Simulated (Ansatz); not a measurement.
Working through a dry run that shows the plan of TiO2, space group C2/c

With the Ansatz DFT code, driven from Python.

At the Python prompt:
```pycon
>>> import ansatz as az
>>> K_DENSITY = 2.3
>>> CUTOFF_EV = 550
>>> FUNCTIONAL = "lda"
>>> FILLING = "Fixed"
>>> tio2 = (
...     az.Lattice.of((2.70603, -2.70666, 0.0), (2.70603, 2.70666, 0.0), (-2.63353, 0.0, 4.79664))
...     .atom("Ti", (0.13411, 0.86589, 0.25))
...     .atom("Ti", (0.86589, 0.13411, 0.75))
...     .atom("O", (0.33122, 0.08876, 0.66715))
...     .atom("O", (0.66878, 0.91124, 0.33285))
...     .atom("O", (0.91124, 0.66878, 0.83285))
...     .atom("O", (0.08876, 0.33122, 0.16715))
... )
>>> calc = tio2.calculation()
>>> calc = calc.kpoints(density=K_DENSITY).basis(CUTOFF_EV)
>>> calc = calc.functional(FUNCTIONAL)
>>> calc = calc.occupations(FILLING)
>>> session = calc.session()
>>> print("features:", ", ".join(session.active_features))
features: AnyPaw, Paw, LdaXc, StepOccupations
>>> print("SCF threshold (eV):", session.dr2_threshold)
SCF threshold (eV): 1e-07
>>> planned = session.plan(dry_run=True)
>>> told = planned.describe()
>>> for name in ("ecut_ev", "ecutrho_ev", "n_bands", "nominal_top_band", "n_pw_range", "fft_dense", "fft_smooth", "n_sym_ops", "cell_volume_ang3"):
...     print(f"{name:18s} {told[name]}")
...
ecut_ev            550.0
ecutrho_ev         2200.0
n_bands            30
nominal_top_band   24
n_pw_range         [2046, 2089]
fft_dense          [30, 30, 45]
fft_smooth         [30, 30, 45]
n_sym_ops          4
cell_volume_ang3   70.26409101684615
>>> for notice in planned.prep()["deck_notices"]:
...     print("resolved:", notice["kind"])
...
resolved: cutoff_auto_derived
resolved: n_bands_auto_derived
resolved: mixing_algorithm_auto_resolved
resolved: check_enabled
```

The structure comes from a database and needn't be a stable phase.
